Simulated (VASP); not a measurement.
Runs of VASP 6.6.1 on Te. The structure is trigonal, space group R-3m (No. 166). Conventional cell: a = 4.612 Å, b = 4.612 Å, c = 5.073 Å, α = 90.00°, β = 90.00°, γ = 120.00°. Around Te (site symmetry -3m) lie 6 Te at 3.15 Å. This isn't the form of Te at room conditions, which is trigonal, of chains.

| task | level | potentials or basis | spin | cell | k mesh | cutoff (eV) | gap on the mesh (eV) | pressure (GPa) | relaxed volume (Å³/atom) |
| --- | --- | --- | --- | --- | --- | --- | --- | --- | --- |
| band structure | LDA | VASP PAW LDA potentials, release 64 (Te) | off | as given | 9 × 9 × 9 | 520 | - | -1.0 | - |
| relaxation of cell and atoms | PBEsol | VASP PAW PBE potentials, release 64 (Te) | off | relaxed | 9 × 9 × 9 | 600 | none | 0.0 | 31.32 |
| relaxation of cell and atoms | LDA | VASP PAW LDA potentials, release 64 (Te) | off | relaxed | 9 × 9 × 9 | 600 | none | 0.0 | (a) |
| band structure | LDA | VASP PAW LDA potentials, release 64 (Te) | SOC, no magnetisation | as given | 7 × 7 × 7 | 520 | - | -1.0 | - |
| band structure | PBEsol | VASP PAW PBE potentials, release 64 (Te) | off | as given | 9 × 9 × 9 | 520 | - | 0.0 | - |

Alike in all rows: smearing fermi-dirac 0.05 eV.

Estimate the missing entries.

(a) 30.81.

Caveats: spin-orbit coupling is left out, which moves the levels of the heavy elements (some runs); the PAW data sets were made with another functional, which shifts forces and pressure a little (some runs).

A k mesh can miss the band edges, and rows without SOC leave out spin-orbit coupling on Te.

A gap of «none» marks a metal or a gap under the smearing width.

Runs at the PBE level aren't shown here.
